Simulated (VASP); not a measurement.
**HfO2: relaxation of the atoms with LDA**

The system is HfO2.

```
Hf O
1.0
     3.54648    0.00000    0.00000
     0.00000    3.54648    0.00000
     0.00000    0.00000    5.10779
Hf O
2 4
Direct
  0.50000 0.50000 0.50000
  0.00000 0.00000 0.00000
  0.00000 0.50000 0.70563
  0.50000 0.00000 0.79437
  0.50000 0.00000 0.29437
  0.00000 0.50000 0.20563
```

Measurements of this composition are mostly on another form, of space group No. 14.

The cell isn't the ideal one: a relaxed cell with its volume scaled by 1.02.

```yaml
Program: VASP 6.6.1
Task: relaxation of the atoms
Functional: LDA
Potentials_or_basis: VASP PAW LDA potentials, release 64 (Hf_pv, O)
Cutoff: 600 eV
k_mesh: 6 × 6 × 4
Occupations: fermi-dirac, width 0.05 eV
Spin: no spin polarisation
Further_INCAR_settings: ALGO = Fast; EDIFF = 1e-07; IBRION = 2; EDIFFG = -0.02; NSW = 40
```

- Energy gained by relaxing: 0.5 meV/atom
- Ionic steps: 3
- Pressure after relaxing: -4.5 GPa
- Largest force after relaxing: 0.007 eV/Å
- Band gap on the k mesh: 4.52 eV, indirect (least direct gap 4.61 eV)

Forces on the atoms (eV/Å):
```
Hf   0.000  0.000  0.000
Hf   0.000  0.000  0.000
O    0.000  0.000 -0.007
O    0.000  0.000  0.007
O    0.000  0.000  0.007
O    0.000  0.000 -0.007
```

Stress tensor (GPa, compression positive):
```
-4.85  0.00  0.00
 0.00 -4.85  0.00
 0.00  0.00 -3.72
```

The path:
```tsv
step	energy change (eV)	largest force (eV/Å)	pressure (GPa)
1	0.0000	0.0880	-5.32
2	-0.0013	0.0686	-5.11
3	-0.0033	0.0070	-4.47
```

Final structure:
```
CELL_PARAMETERS angstrom
3.54648 0.00000 0.00000
0.00000 3.54648 0.00000
0.00000 0.00000 5.10779
ATOMIC_POSITIONS crystal
Hf 0.50000 0.50000 0.50000
Hf 0.00000 0.00000 0.00000
O 0.00000 0.50000 0.70231
O 0.50000 0.00000 0.79769
O 0.50000 0.00000 0.29769
O 0.00000 0.50000 0.20231
```

Levels at points of the mesh, in eV from the valence-band top:
```
           k point  band 18  band 19  band 20  band 21  band 22  band 23  band 24  band 25  band 26
(0.00, 0.00, 0.00)    -1.30    -0.55    -0.12    -0.12    -0.09     4.52     4.53     5.72     6.11
(0.50, 0.00, 0.00)    -2.30    -1.49    -1.49    -0.12    -0.12     4.96     4.96     6.05     6.05
(0.50, 0.50, 0.00)    -1.13    -0.84    -0.84    -0.43    -0.43     5.47     5.47     6.07     6.07
(0.00, 0.00, 0.50)    -2.79    -0.56    -0.56    -0.03    -0.03     5.23     5.23     5.53     5.53
(0.50, 0.00, 0.50)    -2.02    -1.41    -1.41    -1.03    -1.03     5.14     5.14     5.47     5.47
(0.50, 0.50, 0.50)    -1.99    -1.40    -1.40    -0.02    -0.02     5.86     5.86     6.11     6.11
```

Run time: 14 s on 8 MPI ranks on AMD EPYC 9R45 96-Core Processor (Zen 5), with other jobs on the host, peak memory 0.19 GiB a rank.

Caveat: spin-orbit coupling is left out, which moves the levels of the heavy elements. A k mesh can miss the band edges.
